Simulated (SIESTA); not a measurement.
BaZrO3 under changes of volume

One of the cells (14.726 Å³/atom); the others are scaled copies at fixed shape and fractional positions:

```xyz
5
Lattice="4.1913 0.0000 0.0000 0.0000 4.1913 0.0000 0.0000 0.0000 4.1913" Properties=species:S:1:pos:R:3 pbc="T T T"
Ba    0.0000    0.0000    0.0000
Zr    2.0957    2.0957    2.0957
O     2.0957    2.0957    0.0000
O     2.0957    0.0000    2.0957
O     0.0000    2.0957    2.0957
```

```yaml
Program: SIESTA 5.4.2
Functional: PBEsol
Potentials_or_basis: PseudoDojo 0.4 standard (PBEsol files)
Basis: DZP (energy shift 0.003 Ry; two zetas on semicore shells; d shell added on Ba)
Grid_cutoff: 800 Ry
Energy_shift: 0.003 Ry
k_mesh: 4 × 4 × 4
Occupations: fermi-dirac, width 0.05 eV
Spin: no spin polarisation
```

```tsv
volume (Å³/atom)	energy over the lowest point (meV/atom)	pressure (GPa)	gap on the mesh (eV)
13.843	40.80	13.7	3.04
14.137	19.80	9.3	3.01
14.432	6.52	5.3	2.97
14.726	0.15	1.7	2.93
15.021	0.00	-1.5	2.90
15.315	?	?	?
15.610	15.89	-6.9	2.82
```

Q: What does the run at 15.315 Å³/atom give?

A: Energy over the lowest point 5.48 meV/atom; pressure -4.4 GPa; gap on the mesh 2.86 eV.

Worked out: A Birch-Murnaghan fit of order 3 (a polynomial in V^(-2/3)) to the other rows has its minimum at 14.88 Å³/atom with B0 = V·E''(V) = 161 GPa and B' = 4.5. It gives 5.43 meV/atom at 15.315 Å³/atom, against the run's 5.48, and -dE/dV = -4.4 GPa, against -4.4. A straight line through the other rows of the gap, of slope -1.84 eV per unit of ln V, gives 2.86 eV, against the run's 2.86.

Energies are extrapolated to zero smearing.

Caveats: this set's barium file shifts pressures by up to 1 GPa against other sets; spin-orbit coupling is left out, which moves the levels of the heavy elements; the basis of atomic orbitals isn't converged, which shifts pressures, moduli and gaps.

A mesh can miss the band edges.
